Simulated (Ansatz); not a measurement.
# A series in volume per atom on AlN

All results are calculated (Ansatz 0.2.0). Periodic Kohn-Sham DFT of a crystal at fixed atoms; pressure and stress are positive in compression; the energy is the free energy less that of spherical unpolarised free atoms; site moments are those in the method's own spheres, positive along +z.

Cell of the first row (space group P6_3mc, No. 186):
```
CELL_PARAMETERS angstrom
3.04750 0.00000 0.00000
-1.52370 2.63920 0.00000
0.00000 0.00000 4.87640
ATOMIC_POSITIONS crystal
Al 0.33333 0.66667 0.00000
Al 0.66667 0.33333 0.50000
N 0.33333 0.66667 0.38500
N 0.66667 0.33333 0.88500
```

Settings of every row: method frozen-core PAW; functional PBE; relativity scalar; k mesh 11x11x6; filling fermi-dirac; smearing width 0.02 eV; wave cutoff 420 eV; paw set soft_2.

Atom start moment: 0 on all atoms.

```csv
row,volume per atom (Å³),pressure (GPa)
1,9.805,18.605
2,10.014,13.274
3,10.222,8.44
4,10.327,6.192
5,10.431,4.047
6,10.535,2.006
7,10.64,0.061
8,10.848,?
9,11.057,-6.848
```

Question: what pressure should row 8 give?

Worked fit of pressure. Take u = (V_r/V)^(2/3) − 1 with V_r = 10.379 Å³ an atom, which is twice the finite (Eulerian) strain; such expansions in the strain, on which the Birch-Murnaghan equation of state is built, carry the rest volume and the bulk modulus. The shown rows have u = 0.03866, 0.02415, 0.01021, 0.00335, -0.00333, -0.0099, -0.01642, -0.04131. Least squares give pressure = 5.1055 + 320.181 × u + 748.16 × u² GPa; a straight line predicts inner rows, each left out in turn, worse (root mean square 0.36 against 0.0093 GPa). The rows lie off it by 0.003, 0.000, -0.013, 0.005, -0.001, -0.003, 0.011, -0.004 (root mean square 0.0066 GPa). The pressure vanishes at u = -0.0166, or V = 10.64 Å³ an atom, and there the bulk modulus at fixed shape and fractions is B = −V dP/dV = (2/3)(1 + u) dP/du = 194 GPa. Letting shape and atoms relax would as a rule lower it, by much in layered, chain or molecular crystals. The withheld row has u = -0.02903, so the fit gives 5.1055 + 320.181 × (-0.02903) + 748.16 × (-0.02903)² = -3.559 GPa.

The calculation gave -3.559 GPa. The fit meets it to the printed digit.
